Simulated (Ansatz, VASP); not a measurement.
## One calculation of NiSb, two programs

```
Sb Ni
1.0
     2.27055   -2.27057    0.00000
     2.27055    2.27057    0.00000
     0.00000    0.00000    3.21567
Sb Ni
1 1
Direct
  0.00000 0.00000 0.00000
  0.50000 0.50000 0.50000
```

Alike in both runs: functional PBEsol; k mesh 6 × 6 × 6; occupations gaussian, width 0.1 eV; no spin polarisation.

Ansatz relaxed the structure, and its values are those at the end. VASP's run is a single point on that final structure, the one shown.

|  | VASP | Ansatz |
| --- | --- | --- |
| version | VASP 6.6.1 | Ansatz 0.2.0 |
| potentials or method | VASP PAW PBE potentials, release 64 (Sb, Ni) | scalar-relativistic, plane waves, PAW |
| plane-wave cutoff (eV) | 520 | 420 |
| valence electrons in the cell | 15 | 33 |

|  | VASP | Ansatz | Ansatz less VASP |
| --- | --- | --- | --- |
| gap on the k mesh at the Fermi level (eV) | none | none | - |
| pressure (GPa) | 0.6 | 0.3 | -0.26 |

A gap of «none» marks a metal or a gap that the smearing closes. The two sets of potentials don't hold the same shells in valence. Ansatz warned: «near_symmetry_operations_not_taken».

Caveats: the PAW data sets were made with another functional, which shifts forces and pressure a little (VASP). Spin polarisation is off, so any magnetic state and its effect on volume and gap are missing. The runs have no spin-orbit coupling, so splittings on Sb are missing.
